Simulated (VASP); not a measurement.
# VASP inputs for PbSe (strained rocksalt)

INCAR

```
SIGMA = 0.02
IBRION = -1
EDIFF = 1E-7
LREAL = .FALSE.
LASPH = .TRUE.
ENCUT = 520
PREC = Accurate
NSW = 0
GGA = PE
NBANDS = 17
ISMEAR = -1
ISIF = 2
LCHARG = .FALSE.
LWAVE = .FALSE.
NELM = 120
```

KPOINTS

```
KPOINTS created by Atomic Simulation Environment
0
Gamma
8 8 8
0 0 0
```

KPOINTS_OPT

```
special points
7
Reciprocal
0.0000000000 0.0000000000 0.0000000000 1
0.5000000000 0.0000000000 0.5000000000 1
0.6250000000 0.2500000000 0.6250000000 1
0.3750000000 0.3750000000 0.7500000000 1
0.5000000000 0.5000000000 0.5000000000 1
0.5000000000 0.2500000000 0.7500000000 1
0.0000000000 0.0000000000 0.5000000000 1
```

POSCAR

```
Pb Se
 1.0000000000000000
    -0.2237655842000000    3.0270935025000001    3.0270935025000001
     3.0270935025000001   -0.2237655842000000    3.0270935025000001
     3.0270935025000001    3.0270935025000001   -0.2237655842000000
 Pb  Se
   1   1
Cartesian
  0.0000000000000000  0.0000000000000000  0.0000000000000000
  2.9152107104000002  2.9152107104000002  2.9152107104000002
```

VASP ran with the recommended PBE PAW datasets (20 valence electrons in the cell).

Predict the results.

gap between bands v and c -0.05 eV (bands overlap: a metal); least direct gap 0.40 eV; pressure -1.3 GPa.

Band v is the last that the valence electrons fill when counted band by band, and c is the next. Levels in eV from the top of v:

```csv
point,v−1,v,c,c+1
Γ,-1.85,-1.14,4.34,4.58
X,-3.16,-2.49,3.98,4.82
K,-2.66,-2.16,2.97,3.69
L,-1.51,-0.55,-0.05,1.26
W,-3.72,-0.75,1.78,4.54
```
